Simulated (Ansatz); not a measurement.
Crystal: LiF (Griceite).

```
CELL_PARAMETERS angstrom
0.00000 2.01400 2.01400
2.01400 0.00000 2.01400
2.01400 2.01400 0.00000
ATOMIC_POSITIONS crystal
F 0.50000 0.50000 0.50000
Li 0.00000 0.00000 0.00000
```

```yaml
Program: Ansatz 0.2.0
Task: single point
Functional: PBE
Potentials_or_basis: Ansatz PAW
Cutoff: "420 eV (not typed: the program's choice for these potentials)"
k_mesh: 11 × 11 × 11
Occupations: fermi-dirac, width 0.05 eV
Spin: no spin polarisation
```

On this cell: pressure 2.1 GPa; largest force zero by symmetry; band gap on the k mesh 9.09 eV, direct.

The same run follows on a disturbed copy (atoms moved at random, drawn with an rms of 0.05 Å):

```
CELL_PARAMETERS angstrom
0.00000 2.01400 2.01400
2.01400 0.00000 2.01400
2.01400 2.01400 0.00000
ATOMIC_POSITIONS crystal
F 0.51469 0.47986 0.52021
Li 0.01018 0.99935 0.01060
```

Problem. What does the disturbed cell give?

Solution. The energy moves by +0.8 meV/atom; pressure 2.2 GPa; largest force 0.073 eV/Å; band gap on the k mesh 9.08 eV, direct.

Forces in eV/Å, atoms in the order of the input:
```
F    0.031 -0.045  0.048
Li  -0.031  0.045 -0.048
```

Caveats: odd divisions of the mesh miss points on the zone boundary, where band edges often lie, so the gap on the mesh can be too wide.

A k mesh can miss the band edges.
